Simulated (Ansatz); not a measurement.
# SnO (P4/nmm) in Ansatz: reference runs

Reference runs on SnO: the cell as given and a disturbed copy.

All numbers are computed with Ansatz 0.2.0; they aren't measurements. Logs are shortened: lines on timing, memory, paths and dates and some standing lists are left out, and cuts for length are marked.

## Step 1: Starting point

The structure is tetragonal, space group P4/nmm (No. 129). Conventional cell: a = 3.814 Å, b = 3.814 Å, c = 4.887 Å, α = 90.00°, β = 90.00°, γ = 90.00°. Sn (site symmetry 4mm) is surrounded by 4 O at 2.23 Å. O (site symmetry -4m2) is surrounded by 4 Sn at 2.23 Å.

The cell is a database's computed one.

## Step 2: Single point, PBEsol

input.yaml reads:

```yaml
crystal:
  lattice:
    - [3.81369522, 0.0, 0.0]
    - [0.0, 3.81369522, 0.0]
    - [0.0, 0.0, 4.8869133]
  atoms:
    - { symbol: Sn, position: [0.5, 0.0, 0.76462614] }
    - { symbol: Sn, position: [0.0, 0.5, 0.23537386] }
    - { symbol: O, position: [0.0, 0.0, 0.0] }
    - { symbol: O, position: [0.5, 0.5, 0.0] }
kpoints:
  mp_grid: { grid: [7, 7, 6] }
scf:
  occupations: { method: fermi_dirac, width: 0.05 }
hamiltonian:
  xc: pbesol
  pseudopotentials: { kind: all_electron, lapw: { basis_error: 0.001 } }
output:
  forces: true
  stress: true
  eigenvalues: true
  populations: true
```

Potentials or basis: all-electron LAPW, scalar-relativistic.

Run with:

```
$ ansatz run input.yaml --threads 2 --pin off --max-ram 8192MiB --backend cpu --events-out ev --progress --plain --runs-dir out
```

What it wrote:

```text
Warning: RAYON_NUM_THREADS=2 ignored (pool sized by the plan → 2); use --threads N
Sn: projections on atomic orbitals take those of the free atom 1s2 2s2 2p6 3s2 3p6 3d10 4s2 4p6 4d10 5s2 5p2, of charge +0.00 (hamiltonian.pseudopotentials.projection_atoms)
O: projections on atomic orbitals take those of the free atom 1s2 2s2 2p4, of charge +0.00 (hamiltonian.pseudopotentials.projection_atoms)
LAPW: plane waves up to 9.507 Å⁻¹, error target 1.0e-3 eV per atom; small_component_spin mean_spin; O in spheres of 0.987 Å, 8 of its electrons in bands, Dirac shells []; Sn in spheres of 1.239 Å, 22 of its electrons in bands, Dirac shells [] (how accurate: hamiltonian.pseudopotentials.lapw.basis_error, Limitations)
Engine: ansatz 0.2.0, x86_64-unknown-linux-gnu
Pseudopotentials: kind: all_electron
Pseudopotential: Sn, LAPW, valence charge 22, lapw/all_electron/scalar/gaussian/Sn, Koelling and Harmon's equation, gaussian nucleus
Pseudopotential: O, LAPW, valence charge 8, lapw/all_electron/scalar/gaussian/O, Koelling and Harmon's equation, gaussian nucleus
Functional definition: PBEsol
  exchange = pbesol_x
  correlation = pbesol_c
Crystal: 4 atoms, lattice volume = 71.077 Å³
Basis set: ecut = 344.35403589501146 eV, 1027 PW (Γ), exchange–correlation at level 2
Bands: 36, of which v1, the nominal top of the filled ones, is band 30 counted from 1 (29 counted from 0)
Symmetry: 16 space group operations
Space group: P4/nmm (ITA 129), of the structure as read, at distance tolerance 4.1e-5 Å
k-points: 40 of 294
Non-local potential: Sn, projectors of the file, none
Non-local potential: O, projectors of the file, none
Initial density: superposition of atomic densities (chi_scale 0.1, normalization cell, long waves kept (reshape's long-wave potential 0.23 eV rms))
Initial wavefunctions: plane waves of lowest kinetic energy (no species holds an atomic orbital)
Functional: x = pbesol(κ = 0.804, μ = 0.12345679012345678), c = pbesol(β = 0.046)
iter 1 solved again at ethr=1.18e-2 eV; its pass at ethr=1.00e-1 eV (dr2=7.05e0 eV) is discarded
SCF iter   1: F=—  HF=-340117.241452 eV  |F-HF|=—  |Δ(HF+E_count)|=         —  Δρ=8.41e-2  dr2=7.05e0  ethr=1.18e-2  ⟨swp⟩=2.0  Hψ=9303  notcnv=0
preconditioner: auto → Resta (q_TF=auto, 2.652 Å⁻¹)  ε∞=3.1  [insulator: Δε(μ)=1.302 eV  Ē_g=19.205 eV  σ=0.050 eV  W_gap=1.00  n_scr=20 (ndim 8)  ℏωp=27.9 eV  f_vac=0.016  D(μ)=0.00/eV (n_scr^D=0)  ε∞_Penn≈3.1]
iter 2 solved again at ethr=7.78e-4 eV; its pass at ethr=1.18e-2 eV (dr2=4.67e-1 eV) is discarded
SCF iter   2: F=—  HF=-340114.526680 eV  |F-HF|=—  |Δ(HF+E_count)|=    2.71e0  Δρ=2.34e-2  dr2=4.67e-1  ethr=7.78e-4  ⟨swp⟩=2.0  Hψ=7643  notcnv=0
SCF iter   3: F=—  HF=-340113.882932 eV  |F-HF|=—  |Δ(HF+E_count)|=   6.44e-1  Δρ=2.00e-2  dr2=3.82e-1  ethr=7.78e-4  ⟨swp⟩=3.0  Hψ=4789  notcnv=0
SCF iter   4: F=—  HF=-340113.832827 eV  |F-HF|=—  |Δ(HF+E_count)|=         —  Δρ=5.25e-3  dr2=3.66e-2  ethr=6.37e-4  ⟨swp⟩=2.6  Hψ=4273  notcnv=0
the basis was enlarged: its passes take 618.4 KiB over the memory plan, 2 of 2 planned eigensolver slots
SCF iter   5: F=—  HF=-340113.821815 eV  |F-HF|=—  |Δ(HF+E_count)|=   1.10e-2  Δρ=2.76e-3  dr2=8.66e-3  ethr=6.10e-5  ⟨swp⟩=2.0  Hψ=4190  notcnv=0
SCF iter   6: F=—  HF=-340113.818118 eV  |F-HF|=—  |Δ(HF+E_count)|=   3.70e-3  Δρ=3.59e-4  dr2=1.34e-4  ethr=1.44e-5  ⟨swp⟩=2.7  Hψ=4240  notcnv=0
SCF iter   7: F=—  HF=-340113.818121 eV  |F-HF|=—  |Δ(HF+E_count)|=   3.14e-6  Δρ=1.80e-4  dr2=3.27e-5  ethr=2.24e-7  ⟨swp⟩=2.4  Hψ=4101  notcnv=0
SCF iter   8: F=—  HF=-340113.818122 eV  |F-HF|=—  |Δ(HF+E_count)|=   9.07e-7  Δρ=7.94e-5  dr2=6.07e-6  ethr=5.45e-8  ⟨swp⟩=3.0  Hψ=4308  notcnv=0
SCF iter   9: F=—  HF=-340113.818122 eV  |F-HF|=—  |Δ(HF+E_count)|=   3.50e-8  Δρ=2.37e-5  dr2=6.22e-7  ethr=1.01e-8  ⟨swp⟩=2.7  Hψ=4124  notcnv=0
SCF iter  10: F=-340113.818122 eV  HF=-340113.818122 eV  |F-HF|=2.36e-8  |Δ(HF+E_count)|=   1.10e-7  Δρ=4.40e-6  dr2=2.13e-8  ethr=1.04e-9  ⟨swp⟩=3.0  Hψ=4207  notcnv=0
SCF 1 converged in 10 iterations: F = -340113.818122 eV  dr2 = 2.13e-8
SCF converged after 10 iterations
Free energy (F): -340113.818122 eV
Harris-Foulkes:  -340113.818122 eV  (|F-HF|=2.36e-8)
Internal energy: -340113.817740 eV  (E = F + TS)
E sigma→0 (E₀):  -340113.817931 eV
Entropy (-TS):   -0.000382 eV (-0.096 meV/atom)
Fermi energy:    12.046027 eV
--- Per-component energies (eV) ---
  E_band       = -3424.154635
  E_kinetic    = 357456.436788
  E_xc         = -9296.653463
  E_electrostatic = -688273.601065  (all electrons and nuclei)
  E_smearing   = -0.000382  (= −TS)
  E_closure    = 0.000000  (closes the sum)
  E_atoms      = -340089.634806  (free atoms, spherical and without spin; not in F)
  Σ components = -340113.818122   (vs F -340113.818122, Δ=0.00e0)
  Basis errors (estimates in eV, not in F): energy 4.4e-4 per atom: plane waves 4.0e-4 (2.4e-4 summed), levels above the bands 1.5e-58, relativity 3.9e-8, radial functions 4.1e-5, core shells 1.6e-6; eigenvalues (radial functions only) 3.8e-6; not estimated: angular momenta, meshes, grids; target (lapw.basis_error) 1.0e-3; muffin-tin radii O 0.987 Å, Sn 1.239 Å
--- Forces (eV/Å), atoms counted from 1 ---
  atom   1  Sn     0.00000000     0.00000000    -0.07109207
  atom   2  Sn     0.00000000     0.00000000     0.07109207
  atom   3  O      0.00000000     0.00000000     0.00000000
  atom   4  O      0.00000000     0.00000000    -0.00000000
  max |Σ_I F_I| component: 1.73e-18 eV/Å
--- Stress (GPa, compression-positive) ---
       -0.516302       0.000000       0.000000
        0.000000      -0.516302       0.000000
        0.000000       0.000000      -0.652941
  P = ⅓ Tr σ = -0.5618 GPa (-5.618 kbar)
--- Band table (eV; the first three rows and the last of 40) ---
  k-point 0: bands = ["-492.7938", "-492.7938", "-117.3287", "-117.3287", "-73.1837", "-73.1837", "-73.1832", "-73.1832", "-73.1422", "-73.1413", "-10.0296", "-9.5917", "-9.5917", "-9.5910", "-9.5435", "-9.5358", "-9.4887", "-9.4881", "-9.4660", "-9.4660", "-8.2414", "-5.5550", "4.1894", "5.2565", "5.6114", "5.6114", "8.4263", "8.7239", "8.7239", "11.8676", "13.8934", "16.0615", "16.6032", "16.6032", "17.4842", "17.4842"]
  k-point 1: bands = ["-492.7938", "-492.7938", "-117.3287", "-117.3287", "-73.1836", "-73.1836", "-73.1832", "-73.1832", "-73.1421", "-73.1414", "-10.0259", "-9.5947", "-9.5859", "-9.5859", "-9.5407", "-9.5326", "-9.4915", "-9.4912", "-9.4725", "-9.4725", "-8.2327", "-5.5552", "3.5743", "5.6372", "5.6372", "6.1467", "8.4099", "8.7203", "8.7203", "11.6088", "13.6022", "15.8507", "15.8507", "16.1673", "18.3938", "18.3938"]
  k-point 2: bands = ["-492.7938", "-492.7938", "-117.3287", "-117.3287", "-73.1836", "-73.1836", "-73.1833", "-73.1833", "-73.1420", "-73.1415", "-10.0184", "-9.6024", "-9.5716", "-9.5716", "-9.5337", "-9.5240", "-9.4997", "-9.4986", "-9.4882", "-9.4882", "-8.2152", "-5.5555", "2.9614", "5.6900", "5.6900", "7.5537", "8.3776", "8.7122", "8.7122", "10.6844", "13.4420", "15.1306", "15.1306", "15.8195", "19.0758", "19.4603"]
  k-point 39: bands = ["-492.7938", "-492.7938", "-117.3287", "-117.3287", "-73.1838", "-73.1838", "-73.1835", "-73.1834", "-73.1417", "-73.1417", "-9.9493", "-9.9345", "-9.5580", "-9.5523", "-9.5317", "-9.5304", "-9.4947", "-9.4930", "-9.4632", "-9.4624", "-6.5530", "-6.4161", "2.9231", "3.0721", "6.0697", "6.3908", "9.1433", "9.3122", "9.3651", "9.4084", "14.2740", "14.4447", "15.2529", "16.0060", "17.3365", "17.9596"]
--- Löwdin populations: 4 sites ---
  site symbol       q [e]
     0     Sn     49.2286
     1     Sn     49.2286
     2      O      8.7067
     3      O      8.7067
  spilling = 0.001114 (of n_electrons = 116.000000)
```

It took 39 s on 2 threads of Intel Xeon at 2.50GHz (Skylake/Cascade Lake), shared host; peak memory 0.53 GiB.

Results:

- Free energy: -340113.8181 eV
- Pressure: -0.6 GPa
- Largest force: 0.071 eV/Å
- Band gap on the k mesh: 0.36 eV, indirect (least direct gap 1.99 eV)
- Loewdin charges: Sn +0.77; O -0.71 e

Forces in eV/Å, atoms in the order of the input:
```
Sn   0.000  0.000 -0.071
Sn   0.000  0.000  0.071
O    0.000  0.000  0.000
O    0.000  0.000  0.000
```

Stress tensor (GPa, compression positive):
```
-0.52  0.00  0.00
 0.00 -0.52  0.00
 0.00  0.00 -0.65
```

Levels at points of the mesh, in eV from the valence-band top:
| k point | band 27 | band 28 | band 29 | band 30 | band 31 | band 32 | band 33 | band 34 |
| --- | --- | --- | --- | --- | --- | --- | --- | --- |
| (0.00, 0.00, 0.00) | -3.44 | -3.14 | -3.14 | 0.00 | 2.03 | 4.19 | 4.74 | 4.74 |
| (0.00, 0.00, -0.50) | -3.20 | -3.16 | -3.16 | -2.18 | 1.62 | 3.00 | 3.00 | 3.66 |

Caveat: spin-orbit coupling is left out, which moves the levels of the heavy elements; an odd mesh through Γ misses points on the zone boundary, where band edges often lie.

## Step 3: Single point, PBEsol (atoms moved at random, drawn with an rms of 0.05 Å)

input.yaml: that of step 2 with these lines changed.

```diff
@@ -6,6 +6,6 @@
   atoms:
-    - { symbol: Sn, position: [0.5, 0.0, 0.76462614] }
-    - { symbol: Sn, position: [0.0, 0.5, 0.23537386] }
-    - { symbol: O, position: [0.0, 0.0, 0.0] }
-    - { symbol: O, position: [0.5, 0.5, 0.0] }
+    - { symbol: Sn, position: [0.509185, -0.004328, 0.769766] }
+    - { symbol: Sn, position: [0.003193, 0.500751, 0.224902] }
+    - { symbol: O, position: [0.006846, 0.003447, -0.001905] }
+    - { symbol: O, position: [0.493564, 0.495629, -0.001614] }
 kpoints:
```

Potentials or basis: all-electron LAPW, scalar-relativistic.

Run with:

```
$ ansatz run input.yaml --threads 2 --pin off --max-ram 8192MiB --backend cpu --events-out ev --progress --plain --runs-dir out
```

What it wrote:

```text
Warning: RAYON_NUM_THREADS=2 ignored (pool sized by the plan → 2); use --threads N
Sn: projections on atomic orbitals take those of the free atom 1s2 2s2 2p6 3s2 3p6 3d10 4s2 4p6 4d10 5s2 5p2, of charge +0.00 (hamiltonian.pseudopotentials.projection_atoms)
O: projections on atomic orbitals take those of the free atom 1s2 2s2 2p4, of charge +0.00 (hamiltonian.pseudopotentials.projection_atoms)
LAPW: plane waves up to 9.765 Å⁻¹, error target 1.0e-3 eV per atom; small_component_spin mean_spin; O in spheres of 0.962 Å, 8 of its electrons in bands, Dirac shells []; Sn in spheres of 1.211 Å, 32 of its electrons in bands, Dirac shells [] (how accurate: hamiltonian.pseudopotentials.lapw.basis_error, Limitations)
[... 2 set-up lines as earlier in the session ...]
Pseudopotential: Sn, LAPW, valence charge 32, lapw/all_electron/scalar/gaussian/Sn, Koelling and Harmon's equation, gaussian nucleus
[... 61 lines left out ...]
  k-point 1: bands = ["-492.8590", "-492.8574", "-456.5769", "-456.5718", "-456.5628", "-456.5580", "-456.5578", "-456.5578", "-456.5538", "-456.5436", "-456.5431", "-456.5388", "-117.3002", "-117.2878", "-73.1554", "-73.1548", "-73.1447", "-73.1429", "-73.1169", "-73.1034", "-10.0873", "-9.5773", "-9.5742", "-9.5717", "-9.5185", "-9.5161", "-9.4898", "-9.4607", "-9.4490", "-9.4481", "-8.4216", "-5.6248", "3.6112", "5.4054", "5.4164", "6.2897", "8.3130", "8.5024", "8.5188", "11.6072", "13.4976", "15.9459", "16.0417", "16.1155", "18.4530", "18.4873", "18.7197", "19.4047"]
  k-point 2: bands = ["-492.8590", "-492.8574", "-456.5769", "-456.5718", "-456.5628", "-456.5580", "-456.5578", "-456.5578", "-456.5538", "-456.5436", "-456.5431", "-456.5388", "-117.3002", "-117.2878", "-73.1554", "-73.1548", "-73.1447", "-73.1429", "-73.1169", "-73.1034", "-10.0812", "-9.5794", "-9.5656", "-9.5609", "-9.5129", "-9.5116", "-9.4947", "-9.4667", "-9.4621", "-9.4611", "-8.4043", "-5.6250", "3.0327", "5.4551", "5.4634", "7.6373", "8.2827", "8.4959", "8.5117", "10.7332", "13.2981", "15.3214", "15.3272", "15.7751", "19.1120", "19.5430", "19.5564", "19.8993"]
  k-point 147: bands = ["-492.8590", "-492.8574", "-456.5769", "-456.5718", "-456.5628", "-456.5580", "-456.5578", "-456.5578", "-456.5538", "-456.5436", "-456.5431", "-456.5388", "-117.3002", "-117.2878", "-73.1554", "-73.1550", "-73.1449", "-73.1430", "-73.1169", "-73.1034", "-9.9954", "-9.9159", "-9.5592", "-9.5478", "-9.5312", "-9.5210", "-9.4631", "-9.4573", "-9.4479", "-9.4367", "-7.1097", "-6.5445", "3.6102", "4.2012", "6.0125", "6.7010", "7.2491", "7.8929", "9.2020", "10.1133", "14.4302", "14.8423", "16.4657", "17.1917", "18.2102", "18.5855", "20.2572", "20.5298"]
--- Löwdin populations: 4 sites ---
  site symbol       q [e]
     0     Sn     49.2233
     1     Sn     49.2199
     2      O      8.7122
     3      O      8.7123
  spilling = 0.001141 (of n_electrons = 116.000000)
```

Wall time 4.5 min (2 threads of Intel Xeon at 2.50GHz (Skylake/Cascade Lake), shared host); peak memory 1.2 GiB.

What came out:

```yaml
Free_energy: -340113.7727 eV
Pressure: 1.9 GPa
Largest_force: 0.841 eV/Å
Band_gap_on_the_k_mesh: 0.58 eV, indirect (least direct gap 1.89 eV)
Loewdin_charges: Sn +0.78; O -0.71 e
```

Forces on the atoms (eV/Å):
```
Sn  -0.110  0.049 -0.752
Sn  -0.085 -0.006  0.837
O   -0.190 -0.183 -0.028
O    0.385  0.139 -0.057
```

Stress tensor (GPa, compression positive):
```
 1.73  0.04 -0.14
 0.04  1.62 -0.01
-0.14 -0.01  2.46
```

Levels at points of the mesh, in eV from the valence-band top:
```
            k point  band 36  band 37  band 38  band 39  band 40  band 41  band 42  band 43  band 44  band 45
 (0.00, 0.00, 0.00)    -6.34    -3.53    -3.35    -3.34    -0.02     1.95     4.00     4.99     5.00     5.66
(0.00, 0.00, -0.50)    -3.59    -3.37    -3.35    -3.17    -2.06     1.47     3.21     3.22     3.67     7.74
```

Caveat: spin-orbit coupling is left out, which moves the levels of the heavy elements; an odd mesh through Γ misses points on the zone boundary, where band edges often lie.
